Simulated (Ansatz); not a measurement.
The system is Al.

```
Al
1.0
    -0.02046    1.97065    2.04383
     2.00266    0.00997    2.01341
     2.05929    1.99687   -0.04667
Al
1
Direct
  0.00000 0.00000 0.00000
```

The cell isn't the ideal one: cell sheared at random, sigma 0.03, atoms nudged by 0.01 Å.

| Property | Result |
| --- | --- |
| Program | Ansatz 0.2.0 |
| Task | relaxation of cell and atoms |
| Functional | PBE0 |
| Potentials or basis | Ansatz PAW |
| Cutoff | 420 eV (not typed: the program's choice for these potentials) |
| k mesh | 6 × 6 × 6 |
| Occupations | fermi-dirac, width 0.05 eV |
| Spin | no spin polarisation |

At the start: volume 16.57 Å³/atom.

Q: Where does the relaxation end?

A: It ends after 7 steps and the volume is 16.34 Å³/atom (-1.4 %); space group I4/mmm (No. 139, to 0.05 Å).

The path:
| step | energy change (eV) | largest force (eV/Å) | volume (Å³) |
| --- | --- | --- | --- |
| 1 | 0.0000 | 0.0000 | 16.57 |
| 2 | -0.0073 | 0.0000 | 16.27 |
| 3 | -0.0124 | 0.0000 | 16.34 |
| 4 | -0.0149 | 0.0000 | 16.35 |
| 5 | -0.0150 | 0.0000 | 16.34 |
| 6 | -0.0150 | 0.0000 | 16.34 |
| 7 | -0.0150 | 0.0000 | 16.34 |

Final structure:
```xyz
1
Lattice="0.0094 2.0494 2.0037 2.0039 0.0094 2.0040 2.0034 2.0498 0.0097" Properties=species:S:1:pos:R:3 pbc="T T T"
Al    0.0000    0.0000    0.0000
```

Caveat: the k mesh is coarse (spacing up to 0.46 Å⁻¹), so the values aren't converged, least of all with exact exchange; the plane-wave basis is chosen anew once the cell has moved, so the energies of steps on either side of that aren't comparable; the PAW data sets come from PBE, with cores solved anew for the run's functional, which leaves a small shift of forces and pressure.
